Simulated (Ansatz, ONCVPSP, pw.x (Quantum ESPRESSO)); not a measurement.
## thallium (Tl): does the ONCV potential hold in the solid?

thallium (Tl), optimised norm-conserving Vanderbilt (ONCV), made with ONCVPSP 4.0.1 (PBEsol, scalar-relativistic). Core [Xe] 4f14, reference 5d10 6s2 6p1. Waves: 6s: rc 2.05 bohr, ncon 4, nbas 8, qcut 3.2 1/bohr, 2 projectors, debl 2.9 Ha; 6p: rc 2.00 bohr, ncon 4, nbas 7, qcut 3.9 1/bohr, local; 5d: rc 2.00 bohr, ncon 4, nbas 8, qcut 7.8 1/bohr, 1 projector. Local part: the p channel. Core correction: Teter function, fcfact 5.25, rcfact 1.65.

Atomic tests: cutoffs needed: 21 Ha and 35 Ha (the cutoffs (Ha) at which the residual kinetic energy of the hardest occupied pseudo-wave falls to 1 and 0.1 mHa per electron); ghost test: no bound ghost flagged; GHOST(+) flagged for s at 77.6 eV; configuration tests: 1 of 4 tests not solved or not reliable.

Crystal test: fcc Tl in pw.x 7.5, no spin, 12³ k-points, Fermi–Dirac smearing 0.01 Ry, cutoffs 85/340 Ry. The reference is all-electron LAPW (Ansatz 0.2.0) with the same functional, mesh and smearing; V0 and B0 come from Birch–Murnaghan fits to the pressures at five volumes. Errors are pseudo minus all-electron; Δ is the rms difference of the E(V) curves that follow from these fits, minima aligned, over ±6 % about the mean V0. Mesh and smearing are coarse, so the numbers serve the comparison and aren't converged zero-temperature values; the lattice is a test structure that the element need not adopt.

| V (Å³/atom) | P all-electron (GPa) | P pseudo (GPa) |
| --- | --- | --- |
| 27.083 | 2.07 | 3.82 |
| 27.795 | 0.92 | 2.48 |
| 28.508 | -0.05 | 1.33 |
| 29.221 | -0.88 | 0.35 |
| 29.933 | -1.59 | -0.49 |

All-electron: a0 = 4.847 Å (V0 = 28.47 Å³/atom), B0 = 36.3 GPa.

Pseudopotential: mean pressure error (GPa): +1.40; a0 (Å): 4.905; a0 error (%): +1.20; B0 error (%): -3.0; Δ (meV/atom): 8.2. This is a poor potential for the solid. Atomic configuration tests: 1 of 4 tests not solved or not reliable.

Q: At the middle volume, how do free energy and pressure move when the wave cutoff is lowered (ecutrho kept at four times it)?

A:

```tsv
cutoff (Ry)	shift of F (meV/atom)	shift of P (GPa)
38	+1159.3	-42.78
51	+49.3	-1.19
68	+8.8	-0.30
```

Input at the middle volume:

```
&control
  calculation='scf', prefix='x', pseudo_dir='./', outdir='./tmp', tstress=.true., disk_io='low'
/
&system
  ibrav=0, nat=1, ntyp=1, ecutwfc=85, ecutrho=340, nbnd=14,
  occupations='smearing', smearing='fd', degauss=0.01
/
&electrons
  conv_thr=1e-09, mixing_beta=0.4, electron_maxstep=70
/
ATOMIC_SPECIES
Tl 1.0 Tl.UPF
CELL_PARAMETERS angstrom
  0.00000000 2.42463062 2.42463062
  2.42463062 0.00000000 2.42463062
  2.42463062 2.42463062 0.00000000
ATOMIC_POSITIONS crystal
Tl 0.0000 0.0000 0.0000
K_POINTS automatic
12 12 12 0 0 0
```

```bash
pw.x < Tl.scf.in > Tl.scf.out
```

Lines of the output:

```
Message from routine setup:
     using ibrav=0 with symmetry is DISCOURAGED, use correct ibrav instead
     lattice parameter (alat)  =       6.4798  a.u.
     unit-cell volume          =     192.3815 (a.u.)^3
     number of electrons       =        13.00
     number of Kohn-Sham states=           14
     kinetic-energy cutoff     =      85.0000  Ry
     charge density cutoff     =     340.0000  Ry
     scf convergence threshold =      1.0E-09
     Exchange-correlation= PBESOL
     number of k points=    72  Fermi-Dirac smearing, width (Ry)=  0.0100
     iteration #  1     ecut=    85.00 Ry     beta= 0.40
     total energy              =    -129.32296777 Ry
     estimated scf accuracy    <       0.00626678 Ry
     iteration #  2     ecut=    85.00 Ry     beta= 0.40
     total energy              =    -129.32327253 Ry
     estimated scf accuracy    <       0.00068466 Ry
     iteration #  3     ecut=    85.00 Ry     beta= 0.40
     total energy              =    -129.32338335 Ry
     estimated scf accuracy    <       0.00003808 Ry
     iteration #  4     ecut=    85.00 Ry     beta= 0.40
     total energy              =    -129.32338469 Ry
     estimated scf accuracy    <       0.00000068 Ry
     iteration #  5     ecut=    85.00 Ry     beta= 0.40
     total energy              =    -129.32338476 Ry
     estimated scf accuracy    <       0.00000005 Ry
     iteration #  6     ecut=    85.00 Ry     beta= 0.40
     the Fermi energy is    10.6362 ev
!    total energy              =    -129.32338476 Ry
     estimated scf accuracy    <          9.5E-10 Ry
     smearing contrib. (-TS)   =      -0.00245253 Ry
     The total energy is F=E-TS. E is the sum of the following terms:
     one-electron contribution =     -17.45342026 Ry
     hartree contribution      =      20.44003062 Ry
     xc contribution           =     -47.75269096 Ry
     ewald contribution        =     -84.55485163 Ry
     convergence has been achieved in   6 iterations
          total   stress  (Ry/bohr**3)                   (kbar)     P=       13.29
```

The run at the middle volume (72 k-points, 6 iterations) took about 19 s on one core of a shared host (Intel(R) Xeon(R) Platinum 8488C, 192 threads, 744 GiB, load 21).
